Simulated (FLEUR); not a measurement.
# Fe (c factor at fixed volume 1.2 on the database's cell): anisotropy by force theorems

Aim: the anisotropy of Fe (c factor at fixed volume 1.2 on the database's cell) from single passes in the potential of one collinear state.

Calculated with FLEUR MaX-R8.1; PBE; all-electron FLAPW, Dirac cores, scalar-relativistic bands.

Report form: the programs' logs are mostly left out.

This is not the structure that Fe takes at ambient pressure and room temperature (bcc); it is a model or a phase of other conditions.

The database entry behind the starting cell differs from later determinations by our own check (an axis about 0.7 % long against later determinations), so it need not match the best structure at ambient conditions.

## (1) Starting point

Symmetry: I4/mmm, No. 139, tetragonal system. The conventional cell has a = 2.635 Å, b = 2.635 Å, c = 3.463 Å, α = 90.00°, β = 90.00°, γ = 90.00°. Nearest to Fe lie 12 Fe at 2.54 to 2.63 Å.

Coordinates:

```cif
data_structure
_symmetry_space_group_name_H-M 'P 1'
_symmetry_Int_Tables_number 1
_cell_length_a 2.5434
_cell_length_b 2.5434
_cell_length_c 2.5434
_cell_angle_alpha 117.614
_cell_angle_beta 117.614
_cell_angle_gamma 94.184
_cell_volume 12.02
loop_
_atom_site_label
_atom_site_type_symbol
_atom_site_fract_x
_atom_site_fract_y
_atom_site_fract_z
_atom_site_occupancy
Fe1 Fe 0.00000 0.00000 0.00000 1
```

The cell is strained on purpose: c factor at fixed volume 1.2 on the database's cell.

## (2) The magnetic state

The force theorems are single passes in this state's potential, so it has to be converged first.

No symmetry is used, so that later steps may turn the spins freely; k and −k are joined. inpgen writes inp.xml from crystal.txt; cutoffs, mixing, functional, smearing and local orbitals are then set in the file. The k list scf (kpts.xml, not shown) is a Γ-centred 16×16×16 mesh; where the ranks do not divide the number of points, some are split in two of half the weight.

The input, inp.xml:

```
<?xml version="1.0" encoding="UTF-8" standalone="no"?>
<fleurInput fleurInputVersion="0.39">
   <comment>
      Fe
   </comment>
   <calculationSetup>
      <cutoffs Kmax="3.6" Gmax="10.8" GmaxXC="10.8" numbands="0"/>
      <scfLoop itmax="110" minDistance="0.00002" maxIterBroyd="15" imix="Anderson" alpha="0.05" precondParam="0.0" spinf="2.0" sdNocoIR="T"/>
      <coreElectrons ctail="F" frcor="F" kcrel="0" coretail_lmax="0"/>
      <xcFunctional name="pbe" relativisticCorrections="F"/>
      <magnetism jspins="2" l_noco="F" l_ss="F">
         <qss>0.0 0.0 0.0</qss>
         <mtNocoParams l_mperp="F" l_mtNocoPot="F" l_relaxSQA="F" mag_mixing_scheme="0" mix_RelaxWeightOffD="1.0" l_constrained="F" mix_constr="1.0"/>
         <sourceFreeMag l_sourceFree="F" l_scaleMag="F" mag_scale="1.0"/>
      </magnetism>
      <soc l_soc="F" theta="0.0" phi="0.0" spav="F"/>
      <expertModes spex="0" secvar="F"/>
      <geometryOptimization l_f="F" forcealpha="1.0" forcemix="BFGS" epsdisp="0.00001" epsforce="0.00001"/>
      <ldaU l_linMix="F" mixParam="0.05" spinf="1.0"/>
   </calculationSetup>
   <cell>
      <bzIntegration valenceElectrons="16.0" mode="hist" fermiSmearingEnergy="0.00183747">
         <kPointListSelection listName="scf"/>
         <xi:include xmlns:xi="http://www.w3.org/2001/XInclude" href="kpts.xml"> </xi:include>
      </bzIntegration>
      <xi:include xmlns:xi="http://www.w3.org/2001/XInclude" href="sym.xml"> </xi:include>
      <bulkLattice scale="1.0">
         <bravaisMatrix>
            <row-1>   -2.4892847288986846     2.4892847288986846     3.2722497573573599</row-1>
            <row-2>    2.4892847288986846    -2.4892847288986846     3.2722497573573599</row-2>
            <row-3>    2.4892847288986846     2.4892847288986846    -3.2722497573573599</row-3>
         </bravaisMatrix>
      </bulkLattice>
   </cell>
   <atomSpecies>
      <species name="Iron (Fe) 2.800" element="Fe" atomicNumber="26">
         <mtSphere radius="2.34" gridPoints="773" logIncrement="0.016"/>
         <atomicCutoffs lmax="8" lnonsphr="6"/>
         <electronConfig flipSpins="F">
            <coreConfig>(1s1/2) (2s1/2) (2p1/2) (2p3/2)</coreConfig>
            <valenceConfig>(3s1/2) (3p1/2) (3p3/2) (4s1/2) (3d3/2) (3d5/2)</valenceConfig>
            <stateOccupation state="(3d3/2)" spinUp="1.4" spinDown="1.0"/>
            <stateOccupation state="(3d5/2)" spinUp="3.0" spinDown="0.6"/>
         </electronConfig>
         <energyParameters s="4" p="4" d="3" f="4"/>
         <lo type="SCLO" l="0" n="3" eDeriv="0"/>
         <lo type="SCLO" l="1" n="3" eDeriv="0"/>
      </species>
   </atomSpecies>
   <atomGroups>
      <atomGroup species="Iron (Fe) 2.800">
         <relPos label="                   1">.0000000000 .0000000000 .0000000000</relPos>
         <force calculate="T" relaxXYZ="TTT"/>
         <nocoParams  alpha="0.0" beta="0.0"/>
      </atomGroup>
   </atomGroups>
   <output dos="F" band="F" slice="F">
      <bandDOS minEnergy="-.5*Htr" maxEnergy="0.5*Htr" sigma="0.015" storeEVData="T"/>
      <plotting iplot="0" polar="F">
         <plot TwoD="T" vec1="  1.0  0.0  0.0" vec2="  0.0  1.0  0.0" vec3="  0.0  0.0  1.0" zero="  0.0  0.0  0.0" file="plot"/>
      </plotting>
      <moessbauerParams electricFieldGradient="F" isomerShift="F" coreHyperfine="F" valenceHyperfine="F"/>
   </output>
</fleurInput>
```

The input, crystal.txt:

```
Fe
&input film=F cartesian=F /
-1.31727275000  1.31727275000  1.73160000000
1.31727275000  -1.31727275000  1.73160000000
1.31727275000  1.31727275000  -1.73160000000
1.8897261246
1.0 1.0 1.0

1
26 0.00000000000  0.00000000000  0.00000000000 : 2.800

&kpt div1=16 div2=16 div3=16 gamma=T /
```

The run is started by

```console
$ OMP_NUM_THREADS=1 inpgen -f crystal.txt -nosym -noco > inpgen.log  # inp.xml is then edited as shown
$ OMP_NUM_THREADS=1 mpirun -n 4 fleur_MPI > fleur.log
```

Wall time 1.7 min (4 MPI ranks of Arm Neoverse V1, shared host); peak memory 0.35 GiB.

This step gave:

```
free energy                                                       : -34634.6313 eV
program's band gap on this mesh (in a metal only a level spacing) : 4.00e-10 eV
magnetization                                                     : 2.543 μB
final state                                                       : ferromagnetic
largest moment                                                    : 2.594 μB
```

After 18 cycles the largest moment stands at 2.59 μB.

## (3) Anisotropy by the force theorem, rung 1

Anisotropy is a small difference, so it is taken from sums over occupied states at a frozen potential, where most errors cancel.

One pass with spin–orbit coupling for each direction, from the saved density. Inversion lets half of the mesh serve, which the program's warning doesn't know. The k list mae (kpts.xml, not shown) is a Γ-centred 20×20×20 mesh.

Edit inp.xml of step 2 so:

```diff
@@ -6,4 +6,4 @@
    <calculationSetup>
-      <cutoffs Kmax="3.6" Gmax="10.8" GmaxXC="10.8" numbands="0"/>
-      <scfLoop itmax="110" minDistance="0.00002" maxIterBroyd="15" imix="Anderson" alpha="0.05" precondParam="0.0" spinf="2.0" sdNocoIR="T"/>
+      <cutoffs Kmax="3.6" Gmax="10.8" GmaxXC="10.8" numbands="36"/>
+      <scfLoop itmax="1" minDistance="0.00002" maxIterBroyd="15" imix="Anderson" alpha="0.05" precondParam="0.0" spinf="2.0" sdNocoIR="T"/>
       <coreElectrons ctail="F" frcor="F" kcrel="0" coretail_lmax="0"/>
@@ -15,3 +15,3 @@
       </magnetism>
-      <soc l_soc="F" theta="0.0" phi="0.0" spav="F"/>
+      <soc l_soc="T" theta="0.0" phi="0.0" spav="F"/>
       <expertModes spex="0" secvar="F"/>
@@ -22,3 +22,3 @@
       <bzIntegration valenceElectrons="16.0" mode="hist" fermiSmearingEnergy="0.00183747">
-         <kPointListSelection listName="scf"/>
+         <kPointListSelection listName="mae"/>
          <xi:include xmlns:xi="http://www.w3.org/2001/XInclude" href="kpts.xml"> </xi:include>
@@ -63,2 +63,5 @@
    </output>
+   <forceTheorem>
+      <MAE theta="0.0 1.5707963 1.5707963 0.7853982" phi="0.0 0.0 0.7853982 0.0"/>
+   </forceTheorem>
 </fleurInput>
```

The run is started by

```console
$ OMP_NUM_THREADS=1 mpirun -n 4 fleur_MPI -warn_only > fleur.log
```

Wall time 55 s (4 MPI ranks); peak memory 0.95 GiB; 3.7 min of CPU time.

Anisotropy energies, by row:

| axis | x | y | z | band energy less the first axis' (meV a cell) |
| --- | --- | --- | --- | --- |
| [001] | 0 | 0 | 1 | 0 |
| [100] | 1 | 0 | 0 | -0.001959 |
| [110] | 0.7071 | 0.7071 | 0 | -6.26e-4 |
| 45 degrees from [001] toward [100] | 0.7071 | 0 | 0.7071 | -0.001578 |

Indices are those of the standard conventional cell; x, y, z give the same directions in the axes of the input.

## (4) Anisotropy by the force theorem, rung 2

A second rung shows how far the first can be trusted.

The k list mae (kpts.xml, not shown) is a Γ-centred 30×30×30 mesh.

inp.xml is that of step 3.

The job ended after 3.1 min (4 MPI ranks; peak memory 2.8 GiB).

Anisotropy energies, by row:

| axis | x | y | z | band energy less the first axis' (meV a cell) |
| --- | --- | --- | --- | --- |
| [001] | 0 | 0 | 1 | 0 |
| [100] | 1 | 0 | 0 | -1.09e-4 |
| [110] | 0.7071 | 0.7071 | 0 | 8.71e-4 |
| 45 degrees from [001] toward [100] | 0.7071 | 0 | 0.7071 | -6.26e-4 |

## (5) Spin–orbit coupling, moments along [001]

Spin–orbit coupling ties the spins to the lattice and lets orbital moments form.

A new self-consistent run of the start ferro +, with the moments along z. The k list default-1 (kpts.xml, not shown) is a Γ-centred 30×30×30 mesh.

Edit inp.xml of step 2 so:

```diff
@@ -6,12 +6,8 @@
    <calculationSetup>
-      <cutoffs Kmax="3.6" Gmax="10.8" GmaxXC="10.8" numbands="0"/>
+      <cutoffs Kmax="3.6" Gmax="10.8" GmaxXC="10.8" numbands="36"/>
       <scfLoop itmax="110" minDistance="0.00002" maxIterBroyd="15" imix="Anderson" alpha="0.05" precondParam="0.0" spinf="2.0" sdNocoIR="T"/>
-      <coreElectrons ctail="F" frcor="F" kcrel="0" coretail_lmax="0"/>
+      <coreElectrons ctail="T" frcor="F" kcrel="0" coretail_lmax="0"/>
       <xcFunctional name="pbe" relativisticCorrections="F"/>
-      <magnetism jspins="2" l_noco="F" l_ss="F">
-         <qss>0.0 0.0 0.0</qss>
-         <mtNocoParams l_mperp="F" l_mtNocoPot="F" l_relaxSQA="F" mag_mixing_scheme="0" mix_RelaxWeightOffD="1.0" l_constrained="F" mix_constr="1.0"/>
-         <sourceFreeMag l_sourceFree="F" l_scaleMag="F" mag_scale="1.0"/>
-      </magnetism>
-      <soc l_soc="F" theta="0.0" phi="0.0" spav="F"/>
+      <magnetism jspins="2"/>
+      <soc l_soc="T" theta="0.0" phi="0.0" spav="F"/>
       <expertModes spex="0" secvar="F"/>
@@ -22,3 +18,3 @@
       <bzIntegration valenceElectrons="16.0" mode="hist" fermiSmearingEnergy="0.00183747">
-         <kPointListSelection listName="scf"/>
+         <kPointListSelection listName="default-1"/>
          <xi:include xmlns:xi="http://www.w3.org/2001/XInclude" href="kpts.xml"> </xi:include>
@@ -53,3 +49,2 @@
          <force calculate="T" relaxXYZ="TTT"/>
-         <nocoParams  alpha="0.0" beta="0.0"/>
       </atomGroup>
```

Edit crystal.txt of step 2 so:

```diff
@@ -11,2 +11,3 @@
 
-&kpt div1=16 div2=16 div3=16 gamma=T /
+&soc 0.0000000 0.0000000 /
+&kpt div1=30 div2=30 div3=30 gamma=T /
```

The run is started by

```console
$ OMP_NUM_THREADS=1 inpgen -f crystal.txt > inpgen.log  # inp.xml is then edited as shown
$ OMP_NUM_THREADS=1 mpirun -n 4 fleur_MPI > fleur.log
```

It took 5.1 min on 4 MPI ranks; peak memory 0.85 GiB; 20 min of CPU time.

Read from the output:

```
free energy                                                       : -34634.6468 eV
program's band gap on this mesh (in a metal only a level spacing) : 3.68e-4 eV
magnetization                                                     : 2.527 μB
final state                                                       : ferromagnetic
largest moment                                                    : 2.579 μB
orbital moment along the spin                                     : 0.05936 μB
```

Orbital moment in the sphere, along the spin axis by atom:

| atom | orbital moment in the sphere, along the spin axis (μB) |
| --- | --- |
| Fe1 | 0.0594 |

## (6) Results

```
reference state                                                             : ferromagnetic
largest sphere moment                                                       : 2.59 μB
easy direction of those tried                                               : not resolved
energy along [100] less [001], force theorem                                : -1.1e-4 meV a primitive cell
orbital moment on the atom of largest spin, along its spin (spin–orbit run) : 0.0594 μB
```

What this shows: The lowest directions differ by less than these runs resolve; shape anisotropy is not included. The difference for the second direction goes from -0.0020 meV (mesh 20×20×20, 36 states, 3.7 min of CPU time) to -1.1e-4 meV (mesh 30×30×30, 36 states, 13 min). The orbital moment is parallel to the spin. The state was typed, and no other order was converged beside it, so it need not be the ground state.

[Logs and program files are shortened in this print: banners, set-up blocks, solver, clock and traceback lines can be left out without a mark of their own.]

[Logs are printed without paths, hosts, clocks, repeated set-up lines and the standing remarks that a program may print on its own settings, such as how far it seeks lower states.]

[Hosts, paths, dates, database ids (printed as entryN), source tags and the programs' standing remarks are cut or masked in the printed files.]

[Where a cell is said to come from a database of computed structures, the database is the Materials Project.]
